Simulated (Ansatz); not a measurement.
# BP: the cost of one run

Program: Ansatz 0.2.0. Level of theory: DFT PBEsol, frozen-core PAW, scalar-relativistic unless said. These are calculated values, not measurements.

2 further runs of the same task are left out: 2 set aside as unsound or not needed.

### 1 The structure to begin with

Symmetry: F-43m, No. 216, cubic system. Conventional cell: a = 4.538 Å, b = 4.538 Å, c = 4.538 Å, α = 90.00°, β = 90.00°, γ = 90.00°. B (site symmetry -43m) is surrounded by 4 P at 1.97 Å. P (site symmetry -43m) has 4 B at 1.97 Å as nearest neighbours.

Structure file:

```
CELL_PARAMETERS angstrom
0.00000 2.26900 2.26900
2.26900 0.00000 2.26900
2.26900 2.26900 0.00000
ATOMIC_POSITIONS crystal
B 0.00000 0.00000 0.00000
P 0.75000 0.75000 0.75000
```

Cartesian axes are those of the input's lattice vectors. The structure goes back to a database entry.

### 2 Cell and atoms relaxed, PAW

Input file input.yaml:

```yaml
crystal:
  lattice:
    - [0.0, 2.269, 2.269]
    - [2.269, 0.0, 2.269]
    - [2.269, 2.269, 0.0]
  atoms:
    - { symbol: B, position: [0.0, 0.0, 0.0] }
    - { symbol: P, position: [0.75, 0.75, 0.75] }
kpoints:
  mp_grid: { grid: [16, 16, 16] }
scf:
  occupations: { method: fermi_dirac, width: 0.1 }
hamiltonian:
  xc: pbesol
  pseudopotentials: { kind: paw }
relax:
  f_tol: 0.002
  max_steps: 80
  cell: {}
output:
  forces: true
  stress: true
  write_density: true
  write_potential: true
  elf: true
  volumetric_format: npy
```

On the command line:

```
> ansatz run input.yaml --threads 2 --pin off --max-ram 5120MiB --backend cpu --events-out ev --progress --plain --runs-dir out
```

Q: Estimate wall time and peak memory on 2 threads of Arm Neoverse V2, shared host.

About 5.1 s, with a peak of 0.33 GiB.
